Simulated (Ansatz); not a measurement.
Here is an Ansatz 0.2.0 calculation.

The input input.yaml:

```yaml
crystal:
  lattice:
    - [0.0, 3.059, 3.059]
    - [3.059, 0.0, 3.059]
    - [3.059, 3.059, 0.0]
  atoms:
    - { symbol: Sb, position: [0.75, 0.75, 0.75] }
    - { symbol: Ga, position: [0.0, 0.0, 0.0] }
kpoints:
  mp_grid: { grid: [8, 8, 8] }
scf:
  occupations: { method: gaussian, width: 0.012 }
hamiltonian:
  xc: pbe
  pseudopotentials: { kind: all_electron, lapw: { basis_error: 0.001 } }
output:
  forces: true
  stress: true
  eigenvalues: true
```

Potentials or basis: all-electron LAPW, scalar-relativistic.

Run with:

```sh
$ ansatz run input.yaml --threads 1 --pin off --max-ram 3072MiB --backend cpu --events-out ev --progress --plain --runs-dir out
```

(1) Estimate the pressure.

(2) Estimate the band gap on the k mesh.

Answers

(1) 2.3 GPa.

(2) 0.04 eV, direct.

Caveat: spin-orbit coupling is left out, which moves the levels of the heavy elements.

**What was measured.**

A printed reference work, data compilation reports, for a bulk crystal of GaSb at 4.2 K: band gap 0.811 eV (direct).

Measured gap of GaSb: 0.811 eV (direct; 4.2 K; a printed reference work, data compilation). This calculation gives 0.04 eV (-0.77 eV). Spin-orbit coupling on Ga, Sb is left out. The value is that of PBE on a finite k mesh, which can miss the band edges, without temperature or zero-point motion. Semilocal functionals fall short of measured gaps as a rule.
